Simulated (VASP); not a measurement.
Set up this calculation in VASP 6.6.1, as the native input.

| Item | Value |
| --- | --- |
| Task | single point |
| Functional | PBE |
| Potentials or basis | VASP PAW PBE potentials, release 64 (Co, Si) |
| Cutoff | 520 eV |
| k mesh | 10 × 10 × 10 |
| Occupations | fermi-dirac, width 0.05 eV |
| Spin | collinear spin, ferromagnetic start |
| Starting moments | [2.0, 0.0] μB |
| Further INCAR settings | ALGO = Normal; EDIFF = 1e-07; NBANDS = 18 |

The structure of CoSi lies in POSCAR:

```
CoSi
1.0
    2.7813340000      0.0000000000      0.0000000000
    0.0000000000      2.7813340000      0.0000000000
    0.0000000000      0.0000000000      2.7813340000
Co Si
1 1
Direct
   -0.0101830000     -0.0111760000     -0.0001760000
    0.4927130000      0.5047100000      0.5109750000
```

The cell comes from a database or a generator and needn't be the stable form of this composition.

The cell isn't the ideal one: atoms moved at random, drawn with an rms of 0.05 Å.

One way to write it, as run:

INCAR

```
SYSTEM = CoSi
ALGO = Normal ; EDIFF = 1E-7
ENCUT = 520 ; GGA = PE
ISIF = 2 ; ISMEAR = -1
ISPIN = 2 ; LASPH = .True.
LCHARG = .False. ; LMAXMIX = 4
LORBIT = 11 ; LREAL = .False.
LWAVE = .False. ; MAGMOM = 2 0
NBANDS = 18 ; NELM = 150
PREC = Accurate ; SIGMA = 0.05
```

KPOINTS

```
k-points
0
Gamma
  10 10 10
  0 0 0
```

Potentials or basis: VASP PAW PBE potentials, release 64 (Co, Si).

Run with:

```bash
$ cat potpaw_PBE.64/Co/POTCAR potpaw_PBE.64/Si/POTCAR > POTCAR
$ mpirun -np 1 vasp_std > vasp.out
```

Results of the run:

```
Pressure                                              : 0.9 GPa
Largest force                                         : 0.274 eV/Å
Band gap on the k mesh                                : none (metal or under the smearing width)
Net moment                                            : 0.54 μB per cell
Site moments                                          : Co +0.54; Si +0.01 μB
Valence electrons inside the program's atomic spheres : Co 8.61; Si 1.58
```

Run time: 4.6 min on 1 thread of Intel(R) Xeon(R) Platinum 8488C (Sapphire Rapids), with other jobs on the host, peak memory 0.39 GiB.
